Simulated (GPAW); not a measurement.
# MgSi (P4/mmm) in GPAW: single point with LDA

Aim: the single point of MgSi with LDA.

Program: GPAW 26.7.0. These are calculated values, not measurements. Logs are shortened: lines on timing, memory, paths and dates and some standing lists are left out, and cuts for length are marked. The log counts tension as positive stress, the text compression.

### Step 1. Starting point

Symmetry: P4/mmm, No. 123, tetragonal system. The conventional cell has a = 2.908 Å, b = 2.908 Å, c = 4.103 Å, α = 90.00°, β = 90.00°, γ = 90.00°. Si (site symmetry 4/mmm) has 8 Mg at 2.90 Å and 4 Si at 2.91 Å as nearest neighbours. Around Mg (site symmetry 4/mmm) lie 8 Si at 2.90 Å and 4 Mg at 2.91 Å.

The cell comes from a database or a generator and needn't be the stable form of this composition.

### Step 2. Single point, LDA

The input, run.py:

```python
from ase.dft.bandgap import bandgap
from ase.io import read, write
from ase.units import GPa
from gpaw import GPAW, PW

atoms = read('POSCAR')

calc = GPAW(mode=PW(600),
            xc='LDA',
            kpts={'size': (7, 7, 5), 'gamma': True},
            occupations={'name': 'fermi-dirac', 'width': 0.05},
            setups={'Mg': '2'},
            nbands=-8,
            maxiter=120,
            txt='gpaw.txt')
atoms.calc = calc
energy = atoms.get_potential_energy()
forces = atoms.get_forces()
stress = atoms.get_stress()
calc.write('gs.gpw')
write('result.traj', atoms)
print(f'Energy: {energy:.6f} eV')
print('Forces (eV/A):')
print(forces.round(4))
print('Stress (GPa):', (stress / GPa).round(3))
print('Fermi level:', round(calc.get_fermi_level(), 4), 'eV')
print(f'Gap: {bandgap(calc)[0]:.4f} eV, direct: {bandgap(calc, direct=True)[0]:.4f} eV')
```

The input, POSCAR:

```
MgSi
1.0
    2.9083940000      0.0000000000      0.0000000000
    0.0000000000      2.9083940000      0.0000000000
    0.0000000000      0.0000000000      4.1034270000
Si Mg
1 1
Direct
    0.5000000000      0.5000000000      0.5000000000
    0.0000000000      0.0000000000      0.0000000000
```

Potentials or basis: the program's PAW data sets (release 1.2.1) made for this functional, other valence, pw.

Started as:

```bash
OMP_NUM_THREADS=1 python run.py
```

gpaw.txt:

```text
__  _  _
 | _ |_)|_||  |
 |__||  | ||/\| - 26.7.0

Input parameters:
  mode=PW(ecut=600.0),
  kpts=MonkhorstPack(size=(7, 7, 5), gamma=True),
  maxiter=120,
  nbands=-8,
  occupations=Occupations(name='fermi-dirac', width=0.05),
  setups={'Mg': '2'},
  xc=XC(name='LDA')

Diagonalizing LCAO Hamiltonian
Converting LCAO to pw mode
   .------.
  /|      |
 * |      |
 | | Si   |
 | |      |
 | .------.
 |/      /
 Mg-----*

Atoms  # Å, Bohr magnetons
|   | symbol |        x |        y |        z |    initial magnetic moments |
|---|--------|----------|----------|----------|-----------------------------|
| 0 |     Si | 1.454197 | 1.454197 | 2.051713 | ( 0.0000,  0.0000,  0.0000) |
| 1 |     Mg | 0.000000 | 0.000000 | 0.000000 | ( 0.0000,  0.0000,  0.0000) |

Unit cell  # Å
| periodic |        x |        y |        z |  lengths |    angles |
|----------|----------|----------|----------|----------|-----------|
|      yes | 2.908394 | 0.000000 | 0.000000 | 2.908394 | 90.000000 |
|      yes | 0.000000 | 2.908394 | 0.000000 | 2.908394 | 90.000000 |
|      yes | 0.000000 | 0.000000 | 4.103427 | 4.103427 | 90.000000 |

Number of symmetries: 16
Symmetry operations  # r_c * U_cc + t_c -> r_c
|    | kind |            matrix            |
|----|------|------------------------------|
|  0 |  E   |  1, 0, 0,  0, 1, 0,  0, 0, 1 |
|  1 |  σ   |  1, 0, 0,  0, 1, 0,  0, 0,-1 |
|  2 |  σ   |  1, 0, 0,  0,-1, 0,  0, 0, 1 |
|  3 |  C2  |  1, 0, 0,  0,-1, 0,  0, 0,-1 |
|  4 |  σ   |  0, 1, 0,  1, 0, 0,  0, 0, 1 |
|  5 |  C2  |  0, 1, 0,  1, 0, 0,  0, 0,-1 |
|  6 |  C4  |  0, 1, 0, -1, 0, 0,  0, 0, 1 |
|  7 |  S4  |  0, 1, 0, -1, 0, 0,  0, 0,-1 |
|  8 |  C4  |  0,-1, 0,  1, 0, 0,  0, 0, 1 |
|  9 |  S4  |  0,-1, 0,  1, 0, 0,  0, 0,-1 |
| 10 |  σ   |  0,-1, 0, -1, 0, 0,  0, 0, 1 |
| 11 |  C2  |  0,-1, 0, -1, 0, 0,  0, 0,-1 |
| 12 |  σ   | -1, 0, 0,  0, 1, 0,  0, 0, 1 |
| 13 |  C2  | -1, 0, 0,  0, 1, 0,  0, 0,-1 |
| 14 |  C2  | -1, 0, 0,  0,-1, 0,  0, 0, 1 |
| 15 |  i   | -1, 0, 0,  0,-1, 0,  0, 0,-1 |

BZ-sampling:
  Number of BZ points: 245
  Number of IBZ points: 30

  Monkhorst-Pack size: [7, 7, 5]
  Monkhorst-Pack shift: [0, 0, 0]

K-points  # in reciprocal-cell coordinates
|     |                                coordinates |     weight |
|-----|--------------------------------------------|------------|
|   0 | (  0.00000000,   0.00000000,   0.00000000) | 0.00408163 |
|   1 | (  0.00000000,   0.00000000,   0.20000000) | 0.00816327 |
|   2 | (  0.00000000,   0.00000000,   0.40000000) | 0.00816327 |
|   3 | (  0.14285714,   0.00000000,   0.00000000) | 0.01632653 |
|   4 | (  0.14285714,   0.00000000,   0.20000000) | 0.03265306 |
|   5 | (  0.14285714,   0.00000000,   0.40000000) | 0.03265306 |
|   6 | (  0.14285714,   0.14285714,   0.00000000) | 0.01632653 |
|   7 | (  0.14285714,   0.14285714,   0.20000000) | 0.03265306 |
|   8 | (  0.14285714,   0.14285714,   0.40000000) | 0.03265306 |
|   9 | (  0.28571429,   0.00000000,   0.00000000) | 0.01632653 |
| ... |                                            |            |
|  29 | (  0.42857143,   0.42857143,   0.40000000) | 0.03265306 |

Plane wave coefficients: 1176
Cutoff: 600.0 eV

Spin-components: 1 (collinear spins)
Bands:           11
Projectors:      8
Spin-degeneracy: 2
Datatype:        complex128

Parallelization:
  kpt:    1
  domain: 1
  band:   1

Density:
  Valence electrons: 6.0
  Components: 1
  Grid points: [18 18 24]
  Charge: 0.0  # |e|

Potential:
  Grid points: [18 18 24]

species:
  Si:
    name:    Silicon
    Z:       14.0
    valence: 4
    core:    10
    charge:  0.0  # [|e|]
    compensation charges:
      type: gauss
      rc: 0.33  # [Å]
      lmax: 2
    cutoffs:
      filter: 1.86  # [Å]
      core: 2.06  # [Å]
    projectors
    | kind |    occ | energy [eV] | rcut [Å] |
    |------|--------|-------------|----------|
    |   3s |  2.000 |     -10.878 |    1.058 |
    |   3p |  2.000 |      -4.162 |    1.058 |
    |    s |        |      16.334 |    1.058 |
    |    p |        |      23.049 |    1.058 |
    |    d |        |       0.000 |    1.058 |

    Using partial waves for Si as LCAO basis

  Mg:
    name:    Magnesium
    Z:       12.0
    valence: 2
    core:    10
    charge:  0.0  # [|e|]
    compensation charges:
      type: gauss
      rc: 0.32  # [Å]
      lmax: 2
    cutoffs:
      filter: 1.86  # [Å]
      core: 2.86  # [Å]
    projectors
    | kind |    occ | energy [eV] | rcut [Å] |
    |------|--------|-------------|----------|
    |   3s |  2.000 |      -4.782 |    1.005 |
    |   3p |  0.000 |      -1.374 |    1.058 |
    |    s |        |      22.430 |    1.005 |

    Using partial waves for Mg as LCAO basis

Reference energy: -13285.943199  # eV

eigensolver:
  PPCG
  Converge bands: occupied
  niter=2

density mixing:
  MSR1-Mixer
  Pratt-step length: 0.05
  Maximum mixing coefficient: 0.75
  Old densities: 10
  SVD Regularization: 0.005
  Good broyden scale: 1.0
  Trust region scale: 1.0
  Backstep threshold: 4.0
  History deletion threshold: 6.0
  Fourier metric: weight=20.0, sigma=0.015

occupation numbers:
  Fermi-Dirac:
    width: 0.0500  # eV

poisson solver:
  ecut: 4800.0  # eV

xc functional:
  name: None

convergence criteria:
- Maximum [total energy] change in last 3 cyles: 0.0005 eV / valence electron
- Maximum integral of absolute [dens]ity change: 0.0001 electrons / valence electron
- Maximum integral of absolute [eigenst]ate change: 4e-08 eV^2 / valence electron
maximum number of iterations: 120

SCF iterations
|iter     | |      energy | eigst |  dens |
|---------|-|-------------|-------|-------|
|iter:   1| |   -7.653372 | -0.18 |       |
|iter:   2| |   -7.639525 | -2.96 | -0.95 |
|iter:   3| |   -7.564670 | -2.98 | -0.98 |
|iter:   4| |   -7.561541 | -4.10 | -1.65 |
|iter:   5| |   -7.561546 | -5.84 | -2.55 |
|iter:   6| |   -7.561536c| -7.18 | -3.14 |
|iter:   7| |   -7.561537c| -8.14c| -3.70 |
|iter:   8| |   -7.561537c| -8.40c| -4.46c|

Converged in 8 steps
Energy contributions relative to reference atoms: (reference = -13285.943199)

Energy contributions:
  Kinetic:           5.759046
  Coulomb:          -3.082913
  Zero:              0.008094
  External:          0.000000
  Xc:              -10.243505
  Entropy:          -0.004515
  Spinorbit:         0.000000
  ----------------------------
  Free energy:      -7.563795
  Extrapolated:     -7.561537

dipole moment: (-4.223736, -4.223736, -5.959231)  # |e|*Ang

Fermi level: 6.266
Eigenvalues  # (at kpt = [0.000, 0.000, 0.000])
| band index |      eig [eV] | occ [0-2] |
|------------|---------------|-----------|
|          0 |        -4.979 |     2.000 |
|          1 |         3.451 |     2.000 |
|          2 |         5.313 |     2.000 |
|          3 |        10.549 |     0.000 |
|          4 |        10.549 |     0.000 |
|          5 |        11.900 |     0.000 |
|          6 |        14.600 |     0.000 |
|          7 |        19.050 |     0.000 |
|          8 |        19.056 |     0.000 |
|          9 |        19.631 |     0.000 |
|         10 |        20.493 |     0.000 |

No gap
No difference between direct/indirect transitions

Forces  # eV/Ang
|       x |       y |       z |
|---------|---------|---------|
| 0.00000 | 0.00000 | 0.00000 |  # Si   0
| 0.00000 | 0.00000 | 0.00000 |  # Mg   1

Stress tensor  # eV/Ang^3
|        x |        y |        z |
|----------|----------|----------|
| 0.023121 | 0.000000 | 0.000000 |
| 0.000000 | 0.023121 | 0.000000 |
| 0.000000 | 0.000000 | 0.008206 |

# Writing to gs.gpw (mode='')
```

stdout:

```text
Energy: -7.561537 eV
Forces (eV/A):
[[0. 0. 0.]
 [0. 0. 0.]]
Stress (GPa): [3.704 3.704 1.315 0.    0.    0.   ]
Fermi level: 6.2664 eV
Gap: 0.0000 eV, direct: 0.0000 eV
```

It took 6.2 s on 1 thread of Intel Xeon Platinum 8375C at 2.90GHz (Ice Lake), shared host; peak memory 0.14 GiB.

What came out:

* Free energy: -7.5638 eV
* Pressure: -2.9 GPa
* Band gap on the k mesh: none (metal or under the smearing width)

Stress tensor (GPa, compression positive):
```
-3.70  0.00  0.00
 0.00 -3.70  0.00
 0.00  0.00 -1.31
```

Levels at points of the mesh, in eV from the Fermi level:
```tsv
k point	band 1	band 2	band 3	band 4	band 5	band 6	band 7
(0.00, 0.00, 0.00)	-11.25	-2.82	-0.95	4.28	4.28	5.63	8.33
```

Caveat: the cutoff is short for stress and forces, so pressures can be off by a GPa or more.
